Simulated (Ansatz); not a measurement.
# MnO under changes of volume

One of the cells (10.999 Å³/atom); the others are scaled copies at fixed shape and fractional positions:

```
Mn O
1.0
     0.00000    2.22391    2.22391
     2.22391    0.00000    2.22391
     2.22391    2.22391    0.00000
Mn O
1 1
Cartesian
  0.0000 0.0000 0.0000
  2.2239 2.2239 2.2239
```

The cell is a database's computed one.

* Program: Ansatz 0.2.0
* Functional: PBE
* Potentials or basis: all-electron LAPW, scalar-relativistic
* Cutoff: 350 eV (chosen from the basis error)
* Basis error allowed: 0.0005 eV/atom
* k mesh: 10 × 10 × 10
* Occupations: fermi-dirac, width 0.05 eV
* Spin: collinear spin, ferromagnetic start
* Starting moments: [4.0, 0.0] μB

| volume (Å³/atom) | energy over the lowest point (meV/atom) | pressure (GPa) | moment (μB per cell) |
| --- | --- | --- | --- |
| 10.339 | 14.47 | 6.5 | 4.58 |
| 10.559 | 7.22 | 4.2 | 4.65 |
| 10.779 | ? | ? | ? |
| 10.999 | 0.00 | 0.1 | 4.79 |
| 11.219 | 1.62 | -2.5 | 4.81 |
| 11.439 | 6.56 | -4.6 | 4.85 |
| 11.659 | 13.79 | -6.2 | 4.89 |

Problem. What does the run at 10.779 Å³/atom give?

Solution. Energy over the lowest point 2.42 meV/atom; pressure 2.4 GPa; moment 4.74 μB per cell.

Worked out: A Birch-Murnaghan fit of order 3 (a polynomial in V^(-2/3)) to the other rows has its minimum at 11.02 Å³/atom with B0 = V·E''(V) = 115 GPa (rough, since the energies scatter). It gives 2.13 meV/atom at 10.779 Å³/atom, against the run's 2.42, and -dE/dV = 2.4 GPa, against 2.4. A parabola through the other rows of the moment, of slope 0.274 μB per Å³/atom there, gives 4.72 μB, against the run's 4.74.

Energies are extrapolated to zero smearing.

Caveats: a cell with one magnetic atom can't hold antiferromagnetic order, which such compounds often take.
